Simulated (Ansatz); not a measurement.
# Mg: the cost of one run

Computed with Ansatz 0.2.0 (DFT PBE, scalar-relativistic, plane waves, PAW, unless a step's input says otherwise).

17 further runs of the same task are left out: 1 that didn't finish, 16 set aside as unsound or not needed.

## (1) The system as given

Symmetry: I4/mmm, No. 139, tetragonal system. Conventional cell: a = 3.671 Å, b = 3.671 Å, c = 3.410 Å, α = 90.00°, β = 90.00°, γ = 90.00°. Mg (site symmetry 4/mmm) has 10 Mg at 3.11 to 3.41 Å as nearest neighbours.

Structure file:

```cif
data_structure
_symmetry_space_group_name_H-M 'P 1'
_symmetry_Int_Tables_number 1
_cell_length_a 3.1057
_cell_length_b 3.1057
_cell_length_c 3.1057
_cell_angle_alpha 107.539
_cell_angle_beta 107.539
_cell_angle_gamma 113.409
_cell_volume 22.98
loop_
_atom_site_label
_atom_site_type_symbol
_atom_site_fract_x
_atom_site_fract_y
_atom_site_fract_z
_atom_site_occupancy
Mg1 Mg 0.00000 0.00000 0.00000 1
```

It goes back to an entry of the Materials Project, which need not be the stable form.

This cell was relaxed beforehand with the same method: volume 22.98 Å³/atom, gap on the mesh none (metal).

## (2) Plan of the line

The energy is mapped over volume and the cell's shape.

First coordinate, volume per atom: 7 values from 21.14 to 24.82 Å³. Second coordinate, c/a of the conventional cell: 7 values from 0.774 to 1.114.

Nothing else is relaxed (symmetry fixes all fractional coordinates). Energies count from the relaxed crystal. Points are written as (first, second).

## (3) Grid point (21.14 Å³, 1.114)

input.yaml

```yaml
crystal:
  lattice:
    - [-1.6801455887, 1.6801455887, 1.872018215]
    - [1.6801455887, -1.6801455887, 1.872018215]
    - [1.6801455887, 1.6801455887, -1.872018215]
  atoms:
    - { symbol: Mg, position: [0.0, 0.0, 0.0] }
basis:
  ecutwfc: 520.0
kpoints:
  mp_grid: { grid: [20, 20, 20] }
hamiltonian:
  xc: pbe
  pseudopotentials: { kind: paw }
scf:
  occupations: { method: gaussian, width: 0.15 }
output:
  forces: true
  stress: true
  eigenvalues: true
```

The run is started by

```sh
ansatz run input.yaml --threads 1 --pin off --max-ram 2048MiB --backend cpu --events-out ev --progress --plain --runs-dir out
```

**Question.** How long does this run take on 1 thread of Arm Neoverse N1, shared host, and how much memory does it need?

About 13 s, with a peak of 0.42 GiB.
